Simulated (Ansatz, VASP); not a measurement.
# NiSeS in two plane-wave programs, part 2 of 2

Aim: how closely do two programs agree when they are given the same cell, functional and k mesh? Of the first pair: The structure shown is the start of the Ansatz relaxation below; VASP solves that cell, so the two are compared at the walk's first step.

VASP 6.6.1 and Ansatz 0.2.0.

So far: Set-up; Ansatz: relaxation, PBE.

## 3. VASP: single point, PBE, start cell, pair 1

Level of this step: PBE, zero-moment start; plane waves and PAW (Se, Ni, S) (VASP).

The same cell, functional, mesh and smearing now go to VASP, with its own data sets.

Lines of VASP's logs that name or quote its potential files are left out, and so is its time.

INCAR

```
SYSTEM = NiSeS
PREC = Accurate
ENCUT = 520
EDIFF = 1E-06
NELM = 200
ISMEAR = -1
SIGMA = 0.05
LREAL = .FALSE.
ALGO = Normal
GGA = PE
NBANDS = 18
ISPIN = 2
MAGMOM = 0 -0 0
LASPH = .TRUE.
LMAXMIX = 4
LORBIT = 11
LWAVE = .FALSE.
LCHARG = .FALSE.
ISIF = 2
LDIPOL = .TRUE.
IDIPOL = 3
DIPOL = 0.5 0.5 0.322
LVHAR = .TRUE.
GGA_COMPAT = .FALSE.
NELMDL = -8
```

POSCAR

```
NiSeS
1.0
    3.5723150000      0.0000000000      0.0000000000
   -1.7861570000      3.0937150000      0.0000000000
    0.0000000000      0.0000000000     28.7333630000
Se Ni S
1 1 1
Direct
    0.0000000000      0.0000000000      0.3655930216
    0.3333332939      0.6666667744      0.3204519777
    0.6666664262      0.3333332256      0.2797457436
```

KPOINTS

```
Automatic mesh
0
Gamma
9 9 1
0 0 0
```

The projector-augmented-wave data sets are Se, Ni and S (PBE family, release 64).

The run is started by

```sh
> mpirun -np 1 vasp_std
```

Numbers of over 12 decimals in the logs are rounded to 6 here.

The program printed:

```text
[banner, memory and clock lines left out]
running    1 mpi-ranks, on    1 nodes
 distrk:  each k-point on    1 cores,    1 groups
 distr:  one band on    1 cores,    1 groups

 POSCAR found type information on POSCAR SeNiS
 POSCAR found :  3 types and       3 ions
 LDA part: xc-table for (Slater+PW92), standard interpolation
 POSCAR, INCAR and KPOINTS ok, starting setup
 FFT: planning ... GRIDC
 FFT: planning ... GRID_SOFT
 FFT: planning ... GRID
 WAVECAR not read
 entering main loop
       N       E                     dE             d eps       ncg     rms          rms(c)
DAV:   1     0.150023967798E+03    0.15002E+03   -0.71932E+03   864   0.878E+02
DAV:   2     0.548868100340E+01   -0.14454E+03   -0.13790E+03  1140   0.200E+02
DAV:   3    -0.156986233030E+02   -0.21187E+02   -0.20512E+02  1060   0.762E+01
DAV:   4    -0.163884708237E+02   -0.68985E+00   -0.68753E+00  1188   0.173E+01
DAV:   5    -0.164030060732E+02   -0.14535E-01   -0.14531E-01  1216   0.235E+00
DAV:   6    -0.164035002981E+02   -0.49422E-03   -0.49421E-03  1302   0.393E-01
DAV:   7    -0.164035145662E+02   -0.14268E-04   -0.14268E-04  1282   0.580E-02
DAV:   8    -0.164035146744E+02   -0.10818E-06   -0.10816E-06  1192   0.486E-03    0.179E+01
DAV:   9    -0.268676178477E+02   -0.10464E+02   -0.62124E+01  1020   0.166E+02    0.375E+01
DAV:  10    -0.176196634536E+02    0.92480E+01   -0.10840E+01  1088   0.615E+01    0.183E+01
DAV:  11    -0.137042437643E+02    0.39154E+01   -0.12337E+01  1128   0.758E+01    0.606E+00
DAV:  12    -0.136171308101E+02    0.87113E-01   -0.26913E+00  1188   0.252E+01    0.209E+00
DAV:  13    -0.136105308849E+02    0.65999E-02   -0.18775E-01  1240   0.419E+00    0.122E+00
DAV:  14    -0.136035190169E+02    0.70119E-02   -0.39030E-02  1280   0.185E+00    0.540E-01
[...]
DAV:  23    -0.135999555878E+02   -0.51487E-04   -0.64315E-06  1052   0.142E-02    0.433E-03
DAV:  24    -0.135999851095E+02   -0.29522E-04   -0.24924E-06   856   0.150E-02    0.301E-03
DAV:  26    -0.136000108531E+02   -0.77261E-05   -0.36387E-07   928   0.667E-03    0.237E-03
DAV:  27    -0.136000196434E+02   -0.87904E-05   -0.29532E-07   856   0.561E-03    0.137E-03
DAV:  28    -0.136000225841E+02   -0.29406E-05   -0.74702E-08   908   0.212E-03    0.129E-03
DAV:  29    -0.136000241995E+02   -0.16154E-05   -0.23405E-08   920   0.914E-04    0.833E-04
DAV:  30    -0.136000254151E+02   -0.12156E-05   -0.31004E-08   900   0.124E-03    0.314E-04
DAV:  31    -0.136000260695E+02   -0.65442E-06   -0.93857E-09   908   0.648E-04
   1 F= -.13600026E+02 E0= -.13599384E+02  d E =-.128417E-02  mag=    -0.0000
```

OUTCAR, selected parts (step 3):

```text
ion  position               nearest neighbor table
   1  0.000  0.000  0.366-   2 2.44   2 2.44   2 2.44
   2  0.333  0.667  0.320-   3 2.37   3 2.37   3 2.37   1 2.44   1 2.44   1 2.44
   3  0.667  0.333  0.280-   2 2.37   2 2.37   2 2.37

  LATTYP: Found a hexagonal cell.
 ALAT       =     3.5723150000
 C/A-ratio  =     8.0433452817

 Subroutine GETGRP returns: Found  6 space group operations
 (whereof  6 operations were pure point group operations)

The static configuration has the point symmetry C_3v.

 Found     12 irreducible k-points:

   k-points           NKPTS =     12   k-points in BZ     NKDIM =     12   number of bands    NBANDS=     18

   dimension x,y,z NGX =    28 NGY =   28 NGZ =  216
   dimension x,y,z NGXF=    56 NGYF=   56 NGZF=  432

   ENCUT  =  520.0 eV  38.22 Ry    6.18 a.u.   6.64  6.64 53.43*2*pi/ulx,y,z

   NELECT =      22.0000    total number of electrons

 k-points in reciprocal lattice and weights: Automatic mesh
   0.00000000  0.00000000  0.00000000       0.012
   0.11111111  0.00000000  0.00000000       0.074
   0.22222222  0.00000000  0.00000000       0.074
   0.33333333  0.00000000  0.00000000       0.074
   0.44444444  0.00000000  0.00000000       0.074
   0.11111111  0.11111111  0.00000000       0.074
   0.22222222  0.11111111  0.00000000       0.148
   0.33333333  0.11111111  0.00000000       0.148
   0.44444444  0.11111111  0.00000000       0.074
   0.22222222  0.22222222  0.00000000       0.074
   0.33333333  0.22222222  0.00000000       0.148
   0.33333333  0.33333333  0.00000000       0.025

 dipolmoment           0.000000      0.000000     -0.043142 electrons x Angstroem

 average (electrostatic) potential at core
       1 -62.2585       2 -95.5751       3 -95.2719

 E-fermi :  -3.6295

 spin component 1
 k-point     1 :       0.0000    0.0000    0.0000
  band No.  band energies     occupation
    ...
      7      -5.8141      1.00000
      8      -5.0555      1.00000
      9      -4.3433      1.00000
     10      -3.7949      0.96471
     11      -3.7949      0.96471
     12      -2.2642      0.00000
     13      -2.2642      0.00000
     14       0.8628      0.00000
     15       1.5921      0.00000
     16       1.7193      0.00000
    ...

 k-point     2 :       0.1111    0.0000    0.0000
  band No.  band energies     occupation
    ...
      7      -5.8847      1.00000
      8      -5.2031      1.00000
      9      -4.3260      1.00000
     10      -4.0812      0.99988
     11      -3.9477      0.99828
     12      -2.7834      0.00000
     13      -2.3178      0.00000
     14       1.1084      0.00000
     15       1.8315      0.00000
     16       1.9153      0.00000
    ...

 k-point     3 :       0.2222    0.0000    0.0000
  band No.  band energies     occupation
    ...
      7      -6.0287      1.00000
      8      -5.4862      1.00000
      9      -4.7495      1.00000
     10      -4.3772      1.00000
     11      -4.0382      0.99972
     12      -3.4173      0.01415
     13      -2.3812      0.00000
     14       1.6290      0.00000
     15       2.2243      0.00000
     16       2.4552      0.00000
    ...

 k-point     4 :       0.3333    0.0000    0.0000
  band No.  band energies     occupation
    ...
      7      -6.0901      1.00000
      8      -5.5916      1.00000
      9      -5.2713      1.00000
     10      -4.9374      1.00000
     11      -4.6245      1.00000
     12      -3.0814      0.00002
     13      -2.3973      0.00000
     14       1.4576      0.00000
     15       2.4641      0.00000
     16       3.0678      0.00000
    ...

 k-point     5 :       0.4444    0.0000    0.0000
  band No.  band energies     occupation
    ...
      7      -5.9419      1.00000
      8      -5.6713      1.00000
      9      -5.4885      1.00000
     10      -5.4496      1.00000
     11      -5.0952      1.00000
     12      -2.8182      0.00000
     13      -2.3959      0.00000
     14       1.1073      0.00000
     15       2.8130      0.00000
     16       3.4446      0.00000
    ...

 k-point     6 :       0.1111    0.1111    0.0000
  band No.  band energies     occupation
    ...
      7      -6.1240      1.00000
      8      -5.4367      1.00000
      9      -4.6090      1.00000
     10      -4.3792      1.00000
     11      -3.9373      0.99788
     12      -3.0611      0.00001
     13      -2.6488      0.00000
     14       1.4984      0.00000
     15       2.2285      0.00000
     16       2.2652      0.00000
    ...

  Total       -3.2915039     -3.2915028     -1.9292518     -0.0000005      0.0000000      0.0000000
  in kB      -16.6068954    -16.6068896     -9.7338126     -0.0000027      0.0000000      0.0000000
  external PRESSURE =     -14.3158658 kB  Pullay stress =       0.0000000 kB

  energy-cutoff  :      520.00
  volume of cell :      317.55
      direct lattice vectors                 reciprocal lattice vectors
     3.572315000  0.000000000  0.000000000     0.279930521  0.161617945  0.000000000
    -1.786157000  3.093715000  0.000000000     0.000000000  0.323235980  0.000000000
     0.000000000  0.000000000 28.733363000     0.000000000  0.000000000  0.034802748

 POSITION                                       TOTAL-FORCE (eV/Angst)
 -----------------------------------------------------------------------------------
      0.00000      0.00000     10.50472        -0.000000      0.000000     -0.714516
      0.00000      2.06248      9.20766         0.000000      0.000000     -0.133444
      1.78616      1.03124      8.03804        -0.000000      0.000000      0.847959
 -----------------------------------------------------------------------------------
    total drift:                                0.000345      0.000137      0.000638

  FREE ENERGIE OF THE ION-ELECTRON SYSTEM (eV)
  ---------------------------------------------------
  free  energy   TOTEN  =       -13.6000260695 eV

  energy  without entropy=      -13.5987419042  energy(sigma->0) =      -13.59938399

 vacuum level on the upper side and lower side of the slab         1.468         2.174

 total charge
# of ion       s       p       d       tot
------------------------------------------
    1        1.486   2.207   0.040   3.733
    2        0.424   0.518   8.242   9.184
    3        1.369   2.219   0.000   3.588
--------------------------------------------------
tot          3.280   4.944   8.282  16.506

 magnetization (x)
# of ion       s       p       d       tot
------------------------------------------
    1       -0.000   0.000   0.000   0.000
    2       -0.000  -0.000   0.000   0.000
    3        0.000  -0.000   0.000  -0.000
--------------------------------------------------
tot         -0.000  -0.000   0.000  -0.000

[... 4 further parts left out ...]
```

This run allows spin, but its moments start at zero, where symmetry between the spins tends to hold them, although Ni can carry a moment.

## 4. Side by side

Known differences besides the potentials themselves: Ansatz cuts the interaction across the vacuum, VASP repeats the sheet with a dipole correction; the data sets hold 40 valence electrons in Ansatz (on its default PAW (the set named soft_2) files) and 22 in VASP; the cutoff is 420 eV in Ansatz and 520 eV in VASP. Total energies have different zeros and are not compared.

Forces (eV/Å; atoms numbered as in POSCAR):

| atom | Ansatz x, y, z | VASP x, y, z |
| --- | --- | --- |
| Se1 | 0.000, 0.000, -0.725 | 0.000, 0.000, -0.715 |
| Ni2 | 0.000, 0.000, -0.117 | 0.000, 0.000, -0.133 |
| S3 | 0.000, 0.000, 0.842 | 0.000, 0.000, 0.848 |

The forces differ by 6.7 meV/Å r.m.s., which is 1.8 % of the r.m.s. force of 0.372 eV/Å (both taken over all components). Moments aren't recorded for both runs of this pair, so they may hold unlike magnetic states. With vacuum in the cell, a pressure given here is an average over mostly empty space and none of the material.

## 5. Ansatz: relaxation, PBE

This run makes the geometry at which the two programs are then compared.

The structure compared here is the end of the Ansatz relaxation.

input.yaml

```yaml
crystal:
  lattice:
    - [3.57231492, 0.0, 0.0]
    - [-1.78615746, 3.09371547, 0.0]
    - [0.0, 0.0, 18.54275283]
  atoms:
    - { symbol: Se, position: [0.0, 0.0, 0.56651336] }
    - { symbol: Ni, position: [0.33333333, 0.66666667, 0.49656398], spin: 1.0 }
    - { symbol: S, position: [0.66666667, 0.33333333, 0.43348664] }
  periodic: [true, true, false]
magnetization:
  spin_polarized: true
kpoints:
  mp_grid: { grid: [9, 9, 1] }
scf:
  occupations: { method: fermi_dirac, width: 0.05 }
hamiltonian:
  xc: pbe
  pseudopotentials: { kind: paw }
output:
  forces: true
  stress: true
relax:
  f_tol: 0.02
  max_steps: 50
  cell: {}
```

The run is started by

```sh
> ansatz run input.yaml --threads 4 --pin off --max-ram 8192MiB --backend cpu --events-out ev --progress --plain --runs-dir out
```

The program printed:

```text
[...]
Crystal: 3 atoms, lattice volume = 317.553 Å³
Basis set: ecut = 420 eV, 6139 PW (Γ), exchange–correlation on 48×48×400 points (8 copies of the dense FFT grid, shifted against one another)
Bands: 25, of which v1, the nominal top of the filled ones, is band 20 counted from 1 (19 counted from 0)
[...]
P = ½ c Tr σ = -0.0260 N/m
--- Relaxed structure (4 steps of the walk, 4 accepted, 1 SCFs on fresh bases) ---
[...]
cell:  # Å, volume = 294.7104 Å³
    - [3.441432, -9.68728910189999e-18, 0]
    - [-1.720716, 2.980367, 0]
    - [0, 0, 28.733363]
  atoms:
    - { symbol: Se, position: [0, 0, 0.364896] }
    - { symbol: Ni, position: [0.333333, 0.666667, 0.320081] }
    - { symbol: S, position: [0.666667, 0.333333, 0.280814] }
[key lines of the parts left out:]
SCF converged after 13 iterations
Magnetization: -0.0000 μB (20.0000 up, 20.0000 down)
Free energy (F): -12211.547065 eV
Fermi energy:    -5.250339 eV
```

## 6. VASP: single point, PBE, relaxed cell, pair 2

The same cell, functional, mesh and smearing now go to VASP, with its own data sets.

INCAR is that of step 3.

POSCAR

```
NiSeS
1.0
    3.4414319046      0.0000000000      0.0000000000
   -1.7207159523      2.9803674548      0.0000000000
    0.0000000000      0.0000000000     28.7333631775
Se Ni S
1 1 1
Direct
    0.0000000000      0.0000000000      0.3648955819
    0.3333333333      0.6666666667      0.3200807449
    0.6666666667      0.3333333333      0.2808144093
```

KPOINTS is that of step 3.

The run is started by

```sh
> mpirun -np 1 vasp_std
```

The program printed:

```text
[... set-up lines as in an earlier step ...]
 entering main loop
       N       E                     dE             d eps       ncg     rms          rms(c)
DAV:   1     0.155885870671E+03    0.15589E+03   -0.73461E+03   864   0.888E+02
DAV:   2     0.615557901659E+01   -0.14973E+03   -0.14176E+03  1138   0.201E+02
DAV:   3    -0.156378839834E+02   -0.21793E+02   -0.21166E+02  1098   0.794E+01
DAV:   4    -0.163913372817E+02   -0.75345E+00   -0.75175E+00  1190   0.178E+01
[...]
DAV:  28    -0.137511967962E+02   -0.31733E-05   -0.42613E-08   900   0.165E-03    0.108E-03
DAV:  29    -0.137511994095E+02   -0.26132E-05   -0.10659E-07   880   0.108E-03    0.882E-04
DAV:  30    -0.137512000367E+02   -0.62728E-06   -0.10516E-08   956   0.609E-04
   1 F= -.13751200E+02 E0= -.13750159E+02  d E =-.208299E-02  mag=     0.0000
```

OUTCAR, selected parts (step 6):

```text
  Total       -0.0185494     -0.0185494     -0.0326347      0.0000000      0.0000000      0.0000000
  in kB       -0.1008430     -0.1008430     -0.1774170      0.0000000      0.0000000      0.0000000
  external PRESSURE =      -0.1263677 kB  Pullay stress =       0.0000000 kB

 POSITION                                       TOTAL-FORCE (eV/Angst)
 -----------------------------------------------------------------------------------
      0.00000      0.00000     10.48468         0.000000     -0.000000      0.000703
     -0.00000      1.98691      9.19700        -0.000000      0.000000     -0.022717
      1.72072      0.99346      8.06874        -0.000000     -0.000000      0.022014
 -----------------------------------------------------------------------------------
    total drift:                               -0.000000      0.000000      0.001184

  FREE ENERGIE OF THE ION-ELECTRON SYSTEM (eV)
  ---------------------------------------------------
  free  energy   TOTEN  =       -13.7512000367 eV

  energy  without entropy=      -13.7491170429  energy(sigma->0) =      -13.75015854

 magnetization (x)
# of ion       s       p       d       tot
------------------------------------------
    1       -0.000  -0.000  -0.000  -0.000
    2        0.000   0.000  -0.000   0.000
    3       -0.000  -0.000   0.000  -0.000
--------------------------------------------------
tot         -0.000  -0.000  -0.000  -0.000

[... 1 part as in an earlier step ...]

[... 2 further parts left out ...]
[key lines of the parts left out:]
E-fermi :  -3.2851
```

## 7. Comparison

What differs besides the data sets and the points named for the pairs above, as far as they apply: the data sets hold 40 valence electrons in Ansatz (on its default PAW (the set named soft_2) files) and 22 in VASP. Total energies have different zeros and are not compared.

At this near-relaxed geometry the largest component of a force difference is 24 meV/Å. With vacuum in the cell, a pressure given here is an average over mostly empty space and none of the material.

## 8. Summary of results

```json
{
 "r.m.s. force difference (single point, PBE, start cell, pair 1)": "1.8 % of the r.m.s. force",
 "r.m.s. force difference (single point, PBE, relaxed cell, pair 2)": "9.9 meV/Å"
}
```

The r.m.s. force difference is 9.9 meV/Å (single point, PBE, relaxed cell, pair 2), within the 12 meV/Å picked in this series as the mark of a large difference. The data sets hold unlike numbers of valence electrons (40 in Ansatz and 22 in VASP), so part of the differences comes from the potentials. Such differences can come from data sets, numerical settings and the points named under the comparisons, not from the functional's error against experiment.

[Lines on the potential files, build, host, timing and source positions are cut from VASP's logs without a mark.]

[Logs are printed without paths, hosts, clocks, repeated set-up lines and the standing remarks that a program may print on its own settings, such as how far it seeks lower states.]

[Hosts, paths, dates, database ids (printed as entryN), source tags and the programs' standing remarks are cut or masked in the printed files.]
